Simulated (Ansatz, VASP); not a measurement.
## Two plane-wave programs on CuAu

The input INCAR:

```
ALGO = Normal ; EDIFF = 1E-6
ENCUT = 520 ; GGA = CA
ISIF = 2 ; ISMEAR = 0
LASPH = T ; LCHARG = F
LREAL = F ; LWAVE = F
NBANDS = 18 ; NELM = 80
PREC = Accurate ; SIGMA = 0.1
```

The input KPOINTS:

```
k-points
0
Gamma
  6 6 6
```

File POSCAR:

```
CuAu
1.0
    2.8000000000      0.0000000000      0.0000000000
    0.0000000000      2.8000000000      0.0000000000
    0.0000000000      0.0000000000      3.6700000000
Cu Au
1 1
Direct
    0.5000000000      0.5000000000      0.5000000000
    0.0000000000      0.0000000000      0.0000000000
```

Input for Ansatz:

```yaml
crystal:
  lattice:
    - [2.8, 0.0, 0.0]
    - [0.0, 2.8, 0.0]
    - [0.0, 0.0, 3.67]
  atoms:
    - { symbol: Cu, position: [0.5, 0.5, 0.5] }
    - { symbol: Au, position: [0.0, 0.0, 0.0] }
basis:
  ecutwfc: 420
kpoints:
  mp_grid: { grid: [6, 6, 6] }
hamiltonian:
  xc: lda
scf:
  occupations: { method: gaussian, width: 0.1 }
output:
  forces: true
  stress: true
  eigenvalues: true
```

Alike in both runs: task single point; functional LDA; k mesh 6 × 6 × 6; occupations gaussian, width 0.1 eV; no spin polarisation.

```csv
,VASP,Ansatz
version,VASP 6.6.1,Ansatz 0.2.0
potentials or method,"VASP PAW LDA potentials, release 64 (Cu, Au)","scalar-relativistic, plane waves, PAW"
plane-wave cutoff (eV),520,420
valence electrons in the cell,22,38
```

Ansatz gave:

- gap on the k mesh at the Fermi level (eV): none
- pressure (GPa): -6.7
- largest component of the traceless stress (GPa): 2.13

Which values does VASP return?

gap on the k mesh at the Fermi level (eV): none; pressure (GPa): -6.2; largest component of the traceless stress (GPa): 2.04.

A gap of «none» marks a metal or a gap that the smearing closes. The two sets of potentials don't hold the same shells in valence.

Caveats: the k mesh is coarse (spacing up to 0.37 Å⁻¹), so the values aren't converged. The runs have no spin-orbit coupling, so splittings on Au are missing.
